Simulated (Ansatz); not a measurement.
## C: equation of state with PBE

**The experiment to reproduce.**

“Equation of state of cubic boron nitride at high pressures and temperatures”, 2007, arxiv:cond-mat/0702656 quotes, for a bulk crystal of C: bulk modulus 444.8 ± 0.8 GPa.

The system is C.

```
C
1.0
     0.00000    1.78337    1.78337
     1.78337    0.00000    1.78337
     1.78337    1.78337    0.00000
C
2
Direct
  0.75000 0.75000 0.75000
  0.50000 0.50000 0.50000
```

This isn't the form of C at room conditions, which is graphite.

```
Program             : Ansatz 0.2.0
Task                : equation of state
Functional          : PBE
Potentials or basis : JTH PAW
Cutoff              : 780 eV
Density cutoff      : 6240 eV
k mesh              : 13 × 13 × 13
Occupations         : fermi-dirac, width 0.05 eV
Spin                : no spin polarisation
```

```
Equilibrium volume                      : 5.69 Å³/atom
Bulk modulus                            : 434 GPa
Pressure derivative of the bulk modulus : 3.7
```

Energy against volume, from the lowest point:
```
volume (Å³/atom)  energy (meV/atom)
           5.332              33.14
           5.445              14.83
           5.558               4.00
           5.672               0.00
           5.785               2.22
           5.899              10.07
           6.012              23.08
```

All runs of the series together: 4.8 s on 2 threads of Arm Neoverse V2 (shared host).

Against the measured bulk modulus of C, 444.8 GPa (quoted in “Equation of state of cubic boron nitride at high pressures and temperatures”, 2007, arxiv:cond-mat/0702656), the calculated 434 GPa is off by -2.5 %. 3 values of this kind are on record (442 to 444.8 GPa); this one was drawn at random among those near their median, those with a stated uncertainty first. The fit is for a static lattice scaled at fixed shape and fixed fractional positions. The cell as given is a measured one (5.67 Å³/atom); PBE puts the equilibrium volume +0.3 % from it, thermal expansion not counted.
